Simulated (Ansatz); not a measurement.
# Br (Cmce) in Ansatz: a series of runs, part 2 of 2

Ansatz 0.2.0. Earlier steps stand in the parts before.

## 3. Relaxation of cell and atoms, PBE+D4

input.yaml

```yaml
crystal:
  lattice:
    - [3.36325, -2.32255, 0.0]
    - [3.36325, 2.32255, 0.0]
    - [0.0, 0.0, 8.7023]
  atoms:
    - { symbol: Br, position: [0.3651, 0.6349, 0.3901] }
    - { symbol: Br, position: [0.1349, 0.8651, 0.8901] }
    - { symbol: Br, position: [0.6349, 0.3651, 0.6099] }
    - { symbol: Br, position: [0.8651, 0.1349, 0.1099] }
hamiltonian:
  xc: pbe
  pseudopotentials: { kind: paw }
  dispersion: d4
kpoints:
  mp_grid: { grid: [7, 7, 3] }
scf:
  occupations: { method: fermi_dirac, width: 0.05 }
output:
  forces: true
  stress: true
  eigenvalues: true
  write_density: true
  write_potential: true
  elf: true
  volumetric_format: npy
relax:
  f_tol: 0.01
  max_steps: 40
  cell: { stress_tol: 0.05 }
```

Potentials or basis: Ansatz PAW.

Started as:

```sh
$ ansatz run input.yaml --threads 2 --pin off --max-ram 5632MiB --backend cpu --events-out ev --progress --plain --runs-dir out
```

The program printed:

```text
Warning: RAYON_NUM_THREADS=2 ignored (pool sized by the plan → 2); use --threads N
Engine: ansatz 0.2.0, aarch64-unknown-linux-gnu
Pseudopotentials: kind: paw
Pseudopotential: Br, paw, valence charge 7, recommended cutoff 420 eV (normal), Br.paw.azcp
Functional definition: PBE
  parameter kappa = 0.804
  parameter beta = 0.06672455060314922
  exchange = pbe_x(kappa = kappa, mu = beta*pi^2/3)
  correlation = pbe_c(beta = beta)
Crystal: 4 atoms, lattice volume = 135.953 Å³
Basis set: ecut = 420 eV, 2641 PW (Γ), exchange–correlation on 60×60×120 points (8 copies of the dense FFT grid, shifted against one another)
Bands: 18, of which v1, the nominal top of the filled ones, is band 14 counted from 1 (13 counted from 0)
Symmetry: 8 space group operations
Space group: Cmce (ITA 64), of the structure as read, at distance tolerance 5.1e-5 Å
k-points: 32 of 147
Non-local potential: Br, projectors of the file, l = 0: 2, l = 1: 2, l = 2: 2
PAW form: soft (Blöchl's): semilocal exchange-correlation on the pseudo side does not see the compensation charge
PAW one-centre angular grid: Br, 110 points (default); XC on 64 Gauss nodes
Initial density: superposition of atomic densities (neutral atoms: chi_scale 0, normalization atom), corrected by the library's trained network
Initial wavefunctions: pseudopotential atomic-orbital guess
Functional: x = pbe(κ = 0.804, μ = 0.2195149727645171), c = pbe(β = 0.06672455060314922)
SCF iter   1: F=—  HF=-11133.450148 eV  |F-HF|=—  |Δ(HF+E_count)|=         —  Δρ=1.26e-3  dr2=1.38e-3  ethr=1.77e-3  ⟨swp⟩=6.8  Hψ=3479  notcnv=0
preconditioner: auto → Resta (q_TF=auto, 2.097 Å⁻¹)  ε∞=3.6  [insulator: Δε(μ)=1.901 eV  Ē_g=10.516 eV  σ=0.050 eV  W_gap=1.00  n_scr=22 (ndim 8)  ℏωp=16.9 eV  f_vac=0.000  D(μ)=0.00/eV (n_scr^D=0)  ε∞_Penn≈3.6]
SCF iter   2: F=—  HF=-11133.451739 eV  |F-HF|=—  |Δ(HF+E_count)|=   1.59e-3  Δρ=6.51e-4  dr2=3.57e-4  ethr=4.91e-6  ⟨swp⟩=3.0  Hψ=1421  notcnv=0
SCF iter   3: F=—  HF=-11133.452114 eV  |F-HF|=—  |Δ(HF+E_count)|=   3.75e-4  Δρ=1.23e-4  dr2=1.79e-5  ethr=1.27e-6  ⟨swp⟩=2.2  Hψ=917  notcnv=0
SCF iter   4: F=—  HF=-11133.452168 eV  |F-HF|=—  |Δ(HF+E_count)|=   5.41e-5  Δρ=4.00e-5  dr2=2.52e-6  ethr=6.38e-8  ⟨swp⟩=2.9  Hψ=1067  notcnv=0
SCF iter   5: F=—  HF=-11133.452170 eV  |F-HF|=—  |Δ(HF+E_count)|=   2.69e-6  Δρ=8.77e-6  dr2=1.11e-7  ethr=9.02e-9  ⟨swp⟩=2.1  Hψ=897  notcnv=0
SCF iter   6: F=-11133.452171 eV  HF=-11133.452171 eV  |F-HF|=2.62e-9  |Δ(HF+E_count)|=   1.67e-7  Δρ=1.82e-6  dr2=4.70e-9  ethr=3.57e-10  ⟨swp⟩=11.0  Hψ=4798  notcnv=0
SCF 1 converged in 6 iterations: F = -11133.452171 eV  dr2 = 4.70e-9
relax step   1: F+E_penalty+E_count = -11133.45217059 eV  Δ(F+E_penalty+E_count) = +0.000e0 eV  max|allowed force component| = 7.715e-1 eV/Å  Δτ_max = 0.0000 Å  P = +0.584 GPa  Ω = 135.953 Å³  (6 SCF iters, dr2 threshold 1.00e-7 eV, accepted)
Crystal: 4 atoms, lattice volume = 123.736 Å³
Basis set: ecut = 420 eV, 2459 PW (Γ), exchange–correlation on 60×60×120 points (8 copies of the dense FFT grid, shifted against one another)
Initial density: handed on by an earlier stage of this run
Initial wavefunctions: those handed on with the density
iter 1 solved again at ethr=2.13e-4 eV; its pass at ethr=3.10e-3 eV (dr2=5.96e-2 eV) is discarded
SCF iter   1: F=—  HF=-11133.598168 eV  |F-HF|=—  |Δ(HF+E_count)|=         —  Δρ=9.61e-3  dr2=6.04e-2  ethr=2.13e-4  ⟨swp⟩=1.1  Hψ=4289  notcnv=0
preconditioner: auto → Resta (q_TF=auto, 2.130 Å⁻¹)  ε∞=3.8  [insulator: Δε(μ)=1.692 eV  Ē_g=10.572 eV  σ=0.050 eV  W_gap=1.00  n_scr=22 (ndim 8)  ℏωp=17.7 eV  f_vac=0.000  D(μ)=0.00/eV (n_scr^D=0)  ε∞_Penn≈3.8]
SCF iter   2: F=—  HF=-11133.581110 eV  |F-HF|=—  |Δ(HF+E_count)|=   1.71e-2  Δρ=4.65e-3  dr2=1.20e-2  ethr=2.13e-4  ⟨swp⟩=3.0  Hψ=976  notcnv=0
SCF iter   3: F=—  HF=-11133.577839 eV  |F-HF|=—  |Δ(HF+E_count)|=   3.27e-3  Δρ=5.95e-4  dr2=2.92e-4  ethr=4.30e-5  ⟨swp⟩=2.0  Hψ=1024  notcnv=0
[... 90 lines left out ...]
SCF iter   1: F=—  HF=-11133.635689 eV  |F-HF|=—  |Δ(HF+E_count)|=         —  Δρ=6.18e-5  dr2=5.33e-7  ethr=7.22e-7  ⟨swp⟩=4.0  Hψ=5162  notcnv=0
preconditioner: auto → Resta (q_TF=auto, 2.131 Å⁻¹)  ε∞=3.9  [insulator: Δε(μ)=1.330 eV  Ē_g=10.462 eV  σ=0.050 eV  W_gap=1.00  n_scr=22 (ndim 8)  ℏωp=17.7 eV  f_vac=0.000  D(μ)=0.00/eV (n_scr^D=0)  ε∞_Penn≈3.9]
SCF iter   2: F=—  HF=-11133.635667 eV  |F-HF|=—  |Δ(HF+E_count)|=   2.26e-5  Δρ=3.26e-5  dr2=1.46e-7  ethr=1.90e-9  ⟨swp⟩=2.6  Hψ=1049  notcnv=0
SCF iter   3: F=—  HF=-11133.635668 eV  |F-HF|=—  |Δ(HF+E_count)|=   1.08e-6  Δρ=1.37e-6  dr2=1.43e-9  ethr=5.20e-10  ⟨swp⟩=2.0  Hψ=1009  notcnv=0
SCF iter   4: F=—  HF=-11133.635668 eV  |F-HF|=—  |Δ(HF+E_count)|=  2.40e-10  Δρ=3.97e-7  dr2=6.79e-11  ethr=5.11e-12  ⟨swp⟩=2.1  Hψ=947  notcnv=0
iter 5 did not close the SCF: its close was put off for the readings that it lacked (scf_convergence_deferred on its scf_iter line)
SCF iter   5: F=-11133.635668 eV  HF=-11133.635668 eV  |F-HF|=1.82e-12  |Δ(HF+E_count)|=  5.64e-11  Δρ=6.45e-8  dr2=2.53e-12  ethr=1.00e-12  ⟨swp⟩=1.2  Hψ=582  notcnv=0
SCF iter   6: F=-11133.635668 eV  HF=-11133.635668 eV  |F-HF|=0.00e0  |Δ(HF+E_count)|=  7.28e-12  Δρ=1.24e-8  dr2=2.10e-13  ethr=1.00e-12  ⟨swp⟩=5.1  Hψ=2975  notcnv=0
SCF 9 converged in 6 iterations: F = -11133.635668 eV  dr2 = 2.10e-13
relax step   9: F+E_penalty+E_count = -11133.63566781 eV  Δ(F+E_penalty+E_count) = +9.321e-4 eV  max|allowed force component| = 6.365e-4 eV/Å  Δτ_max = 0.0000 Å  P = +0.002 GPa  Ω = 123.176 Å³  stress off target by 4.99e-3 GPa  SCF on the basis re-selected at this cell (its energy is not comparable with the rows above)  (6 SCF iters)
basis re-selected at this cell: Δ(F+E_penalty+E_count) = +9.321e-4 eV, ΔP = -0.001 GPa vs the last step (what re-selecting the basis moved, of the pressure what is left beyond the Pulay correction that the steps carried, after the strain that the cell walked since its last selection, with what the two solves' SCF thresholds leave and, on support functions, any second-order correction that the steps lacked; it is no measure of the basis error at this ecutwfc). This SCF's stress stands 4.99e-3 GPa from its target on what of the cell is left free (relax.cell.stress_tol is 5.00e-2 GPa) and its largest allowed force component is 6.37e-4 eV/Å (relax.f_tol is 1.00e-2 eV/Å): within both
SCF converged after 6 iterations
Free energy (F): -11133.635668 eV
Harris-Foulkes:  -11133.635668 eV  (|F-HF|=0.00e0)
Internal energy: -11133.635668 eV  (E = F + TS)
E sigma→0 (E₀):  -11133.635668 eV
Entropy (-TS):   -0.000000 eV (-0.000 meV/atom)
Fermi energy:    3.188281 eV
--- Per-component energies (eV) ---
  E_band       = -88.098146
  E_kinetic    = 526.680602
  E_local      = -863.431876  (includes V_loc(G=0)·N_el)
  E_nonlocal   = 281.317163
  E_hartree    = 210.986271
  E_xc         = -1051.714820
  E_vxc        = -406.607894  (∫ρ·V_xc dr)
  E_paw        = -8988.150378  (= ΣΔE_a)
  E_vpaw       = -48.028685  (= ΣTr[D̂ρ^β])
  E_aug_tail   = 0.000000  (compensation charges beyond the density's cutoff)
  E_ewald      = -1248.296517
  E_disp       = -1.026114  (pairwise vdW)
  E_smearing   = -0.000000  (= −TS)
  E_closure    = -0.000000  (closes the sum)
  Σ components = -11133.635668   (vs F -11133.635668, Δ=0.00e0)
--- Forces (eV/Å), atoms counted from 1 ---
  atom   1  Br    -0.00000000    -0.00017687     0.00063653
  atom   2  Br     0.00000000     0.00017687     0.00063653
  atom   3  Br     0.00000000     0.00017687    -0.00063653
  atom   4  Br    -0.00000000    -0.00017687    -0.00063653
  max |Σ_I F_I| component: 1.39e-17 eV/Å
--- Stress (GPa, compression-positive) ---
        0.004988       0.000000       0.000000
        0.000000      -0.004004       0.000000
        0.000000       0.000000       0.004847
  P = ⅓ Tr σ = 0.0019 GPa (0.019 kbar)
--- Band table (eV; the first three rows and the last of 32) ---
  k-point 0: bands = ["-13.3827", "-12.6950", "-11.2581", "-10.0027", "-2.5778", "-1.0423", "0.4497", "0.6489", "0.7751", "1.1211", "1.1614", "1.9547", "2.1417", "2.5585", "3.9316", "4.8435", "8.5378", "9.3434"]
  k-point 1: bands = ["-13.2586", "-12.9363", "-10.8880", "-10.2833", "-2.2551", "-1.5318", "0.6224", "0.8521", "0.9506", "1.0387", "1.1237", "1.7145", "2.2727", "2.4746", "4.0019", "4.4575", "8.8965", "9.3612"]
  k-point 2: bands = ["-13.3063", "-12.6750", "-11.1992", "-10.0763", "-2.5761", "-1.2698", "-0.0408", "0.2080", "0.6684", "1.0036", "1.6110", "2.0522", "2.2383", "2.4077", "3.8979", "4.7226", "9.0457", "9.7031"]
  k-point 31: bands = ["-12.9802", "-12.7155", "-10.7358", "-10.2726", "-2.2148", "-1.7695", "-1.0838", "-0.6407", "-0.0487", "0.5715", "1.0981", "1.1926", "1.7472", "1.9631", "4.1364", "4.4602", "10.2598", "10.8312"]
--- Relaxed structure (8 steps of the walk, 8 accepted, 1 SCFs on fresh bases) ---
  F+E_penalty+E_count = -11133.63566781 eV   max|allowed force component| = 6.365e-4 eV/Å   (the final SCF, on the basis selected at the relaxed cell)
  cell:  # Å, volume = 123.1756 Å³
    - [3.4677444852457415, -2.0730875294585682, 0.0]
    - [3.4677444852457415, 2.0730875294585682, 0.0]
    - [0.0, 0.0, 8.567024346854968]
  atoms:
    - { symbol: Br, position: [0.34856079458605993, 0.6514392054139401, 0.3808380475846145] }
    - { symbol: Br, position: [0.15143920541394001, 0.84856079458606, 0.8808380475846145] }
    - { symbol: Br, position: [0.6514392054139401, 0.34856079458605993, 0.6191619524153857] }
    - { symbol: Br, position: [0.84856079458606, 0.15143920541394001, 0.11916195241538564] }
```

rho_z.tsv:

```text
# z_ang	rho[e/angstrom^3]
# format = ansatz-planar-average/11
# lattice	3.467744485	-2.073087529	0.000000000
# lattice	3.467744485	2.073087529	0.000000000
# lattice	0.000000000	0.000000000	8.567024347
# sites	4
# site	35	3.467744485	0.627893456	3.262648826
# site	35	3.467744485	1.445194073	7.546160999
# site	35	3.467744485	-0.627893456	5.304375521
# site	35	3.467744485	-1.445194073	1.020863348
0.000000	1.619812e-1
0.142784	1.718883e-1
0.285567	1.982079e-1
0.428351	2.312819e-1
0.571135	2.596316e-1
0.713919	2.777713e-1
[... 52 lines left out ...]
8.281457	1.982079e-1
8.424241	1.718883e-1
```

Wall time 28 s (2 threads of Arm Neoverse V1, shared host); peak memory 0.4 GiB.

Results:

| Item | Value |
| --- | --- |
| Free energy | -11133.6357 eV |
| Relaxed volume | 30.79 Å³/atom |
| Relaxed cell | a = 4.040 Å, b = 4.040 Å, c = 8.567 Å, α = 90.00°, β = 90.00°, γ = 61.74° |
| Space group after relaxing (to 0.05 Å) | Cmce (No. 64) |
| Energy gained by relaxing | 45.9 meV/atom |
| Ionic steps | 9 |
| Pressure after relaxing | 0.0 GPa |
| Band gap on the k mesh | 1.33 eV, indirect (least direct gap 1.37 eV) |

The path:
```csv
step,energy change (eV),largest force (eV/Å),volume (Å³)
1,0.0000,0.8839,135.95
2,-0.1257,0.3759,123.74
3,-0.1680,0.1128,122.94
4,-0.1783,0.0268,120.30
5,-0.1813,0.0400,122.35
6,-0.1828,0.0421,123.24
7,-0.1844,0.0146,122.93
8,-0.1844,0.0009,123.18
9,-0.1835,0.0007,123.18
```

Final structure:
```
Br
1.0
     3.46774   -2.07309    0.00000
     3.46774    2.07309    0.00000
     0.00000    0.00000    8.56702
Br
4
Direct
  0.34856 0.65144 0.38084
  0.15144 0.84856 0.88084
  0.65144 0.34856 0.61916
  0.84856 0.15144 0.11916
```

Caveat: odd divisions of the mesh miss points on the zone boundary, where band edges often lie, so the gap on the mesh can be too wide; the plane-wave basis is chosen anew once the cell has moved, so the energies of steps on either side of that aren't comparable. A k mesh can miss the band edges.
